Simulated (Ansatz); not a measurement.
Ti under pressure: fit and missing row

Ti, Im-3m, a = 3.256 Å. This isn't the element's structure at ambient conditions. Ansatz: PBE, PAW, 420 eV, Γ-centred 18×18×18 mesh on 1 atom, Gaussian smearing 0.10 eV; no spin polarisation. Cell and atoms are relaxed at each pressure, and no other structure is tried, so the rows at high pressure may lie past a change of phase.

```tsv
V (Å³/atom)	P (GPa)
11.123	90.04
12.846	49.97
?	25.04
15.669	12.04
16.652	4.02
17.084	1.07
17.251	0.01
17.422	-1.03
```

Task: Take V0 = 17.251 Å³/atom, count pressures from its P0 = 0.01 GPa, fit the third-order Birch–Murnaghan form to the other rows, and predict the missing volume.

Result: With the Eulerian strain f = ½[(V0/V)^(2/3) − 1] and y = (P − P0)/[3f(1 + 2f)^(5/2)], the form is the line y = B0 + 1.5 B0 (B0′ − 4) f. Rows (f, y): 0.16993, 85.0; 0.10860, 93.8; 0.03311, 103.2; 0.01192, 105.7; 0.00325, 107.0; -0.00328, 107.4. Means f = 0.05392, y = 100.35; Σ(Δf)² = 0.02448, ΣΔfΔy = -3.163; the slope is their ratio. y = 107.3 − 129.2 f GPa, so B0 = 107.3 GPa and B0′ = 4 + 2 × (-129.2)/(3 × 107.3) = 3.20. P = 25.04 GPa is met at f = 0.06262 (y = 99.21), so V = V0 (1 + 2f)^(−3/2) = 14.453 Å³/atom. The run gave 14.454 Å³/atom, so the fit is 0.001 Å³/atom too low, within the rms miss on the fitted rows (0.008 Å³/atom).

The mesh isn't the same in all rows (18×18×18, 20×20×20).